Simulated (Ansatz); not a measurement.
TiAl: symmetry broken, then relaxed

All numbers below come from DFT PBEsol, scalar-relativistic, plane waves, PAW (Ansatz 0.2.0). The runs took a 420 eV cutoff, a Γ-centred 12×12×8 mesh and Gaussian smearing (0.15 eV). No spin polarisation. Energies are free energies at this smearing, counted from the undisturbed cell; pressure is positive in compression.

Reference structure (relaxed at this level; it needn't be the usual structure):

```
Ti Al
1.0
     2.79516    0.00000    0.00000
     0.00000    2.79516    0.00000
     0.00000    0.00000    4.03874
Ti Al
1 1
Direct
  0.00000 0.00000 0.00000
  0.50000 0.50000 0.50000
```

The atoms are displaced (Å, in the unstrained cell):

```csv
atom,ux,uy,uz
Ti1,-0.126,0.076,0.006
Al2,0.126,-0.076,-0.006
```

Cell and atoms are then relaxed.

Problem. Does the relaxation return to the undisturbed structure?

Solution. Yes (up to a choice of domain or origin): same space group and volume, and an energy 0.0 meV/atom from it. The disturbance itself cost 102.3 meV/atom. The final space group reads P4/mmm (tolerance 0.05 Å) and the volume changes by 0.03 %.

Final structure:

```yaml
crystal:
  lattice:
    - [2.79811, 0.00173, -0.00003]
    - [0.00173, 2.79810, 0.00002]
    - [-0.00004, 0.00003, 4.03128]
  atoms:
    - { symbol: Ti, position: [0.99998, 0.00001, 0.00000] }
    - { symbol: Al, position: [0.50002, 0.49999, 0.50000] }
```

The relaxation, step by step (energy from the first step; small jumps at an unchanged geometry come where the plane waves are selected anew for the new cell):

```csv
step,ΔE (meV/atom),largest force component (eV/Å),pressure (GPa)
1,0.0,1.164,2.23
2,-84.2,0.431,3.85
3,-101.4,0.007,-1.28
4,-102.3,0.001,-0.03
5,-102.3,0.001,-0.03
```

Frames along the relaxation (Å, eV/Å):

```xyz
2
Lattice="2.795 0.000 0.000 0.000 2.795 0.000 0.000 0.000 4.039" Properties=species:S:1:pos:R:3:forces:R:3 pbc="T T T" step=1
Ti   -0.126    0.076    0.006    1.164   -0.754   -0.081
Al    1.524    1.321    2.014   -1.164    0.754    0.081
2
Lattice="2.771 0.049 0.005 0.049 2.778 -0.003 0.007 -0.004 3.985" Properties=species:S:1:pos:R:3:forces:R:3 pbc="T T T" step=2
Ti    0.041   -0.017    0.000   -0.431    0.209    0.004
Al    1.373    1.428    1.993    0.430   -0.209   -0.004
2
Lattice="2.811 0.013 -0.001 0.013 2.810 0.000 -0.001 0.001 4.038" Properties=species:S:1:pos:R:3:forces:R:3 pbc="T T T" step=3
Ti    0.001   -0.001    0.000   -0.007    0.006    0.000
Al    1.411    1.413    2.019    0.007   -0.006    0.000
2
Lattice="2.798 0.002 0.000 0.002 2.798 0.000 0.000 0.000 4.031" Properties=species:S:1:pos:R:3:forces:R:3 pbc="T T T" step=4
Ti    0.000    0.000    0.000    0.001    0.000    0.000
Al    1.400    1.400    2.016   -0.001    0.000    0.000
2
Lattice="2.798 0.002 0.000 0.002 2.798 0.000 0.000 0.000 4.031" Properties=species:S:1:pos:R:3:forces:R:3 pbc="T T T" step=5
Ti    0.000    0.000    0.000    0.001    0.000    0.000
Al    1.400    1.400    2.016   -0.001    0.000    0.000
```